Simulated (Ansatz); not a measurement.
## SiO$_{2}$ (Fd-3m)

All numbers below come from Ansatz, DFT r2SCAN, scalar-relativistic, plane waves, PAW.

Settings: cutoff 500 eV, Γ-centred mesh 6×6×6 on the computed 6-atom cell, Gaussian smearing of 0.02 eV; no spin polarisation.

The structure is relaxed at this level of theory with its symmetry kept. This form isn't the usual stable structure of the compound.

The structure is cubic, space group Fd-3m (No. 227). Conventional cell: a = 7.401 Å, b = 7.401 Å, c = 7.401 Å, α = 90.00°, β = 90.00°, γ = 90.00°. Si (site symmetry -43m) has 4 O at 1.60 Å as nearest neighbours. O (site symmetry -3m) has 2 Si at 1.60 Å as nearest neighbours.

```
Volume per atom                                                                                                                             : 16.89 Å³
Formation energy from the elements' standard states (uncorrected)                                                                           : -2.997 eV/atom
Generalised Kohn–Sham band gap                                                                                                              : 6.05 eV, indirect from L to Γ
Löwdin character of the top 1 eV of the valence band                                                                                        : O 2p 97 %
Electron masses at the edge by Cartesian direction of the standard setting (m_e; degenerate bands sorted by energy; no spin-orbit coupling) : x: 0.60; y: 0.60; z: 0.60
Hole masses at the edge by Cartesian direction of the standard setting (m_e; degenerate bands sorted by energy; no spin-orbit coupling)     : x: 1.5; y: 1.5; z: 1.5
Bulk modulus                                                                                                                                : 158 GPa
Its pressure derivative                                                                                                                     : 3.9
Bader charges (e)                                                                                                                           : Si (2 in the cell) 3.38, O (4 in the cell) -1.69
```